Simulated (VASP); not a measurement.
Here is a VASP 6.6.1 calculation.

File INCAR:

```
ALGO     = Normal         # electronic algorithm
EDIFF    = 1E-7           # SCF threshold, eV
ENCUT    = 520            # plane-wave cutoff, eV
GGA      = PE             # functional
ISIF     = 2              # what is computed and relaxed
ISMEAR   = 0              # smearing method
LASPH    = T              # aspherical terms in the spheres
LCHARG   = F              # write CHGCAR
LREAL    = F              # projectors in reciprocal space
LWAVE    = F              # write WAVECAR
NBANDS   = 11             # bands
NELM     = 80             # most SCF steps
PREC     = Accurate       # precision mode
SIGMA    = 0.02           # smearing width, eV
```

File KPOINTS:

```
k-points
0
Gamma
  8 8 8
```

File POSCAR:

```
AlP
1.0
    0.0000000000      2.7255000000      2.7255000000
    2.7255000000      0.0000000000      2.7255000000
    2.7255000000      2.7255000000      0.0000000000
Al P
1 1
Direct
    0.0000000000      0.0000000000      0.0000000000
    0.2500000000      0.2500000000      0.2500000000
```

Potentials or basis: VASP PAW PBE potentials, release 64 (Al, P).

Command:

```bash
$ cat potpaw_PBE.64/Al/POTCAR potpaw_PBE.64/P/POTCAR > POTCAR
$ mpirun -np 1 vasp_std > vasp.out
```

Task: Estimate the pressure.

Result: 2.6 GPa.

Task: Estimate the band gap on the k mesh.

Result: 1.57 eV, indirect (least direct gap 3.35 eV).

**The experiment to reproduce.**

A printed reference work, data compilation reports, for a bulk crystal of AlP at 4.2 K: band gap 2.505 eV (indirect).

Measured gap of AlP: 2.505 eV (indirect; 4.2 K; a printed reference work, data compilation). This calculation gives 1.57 eV (-0.94 eV). The value is that of PBE on a finite k mesh, which can miss the band edges, without temperature or zero-point motion. Semilocal functionals fall short of measured gaps as a rule.
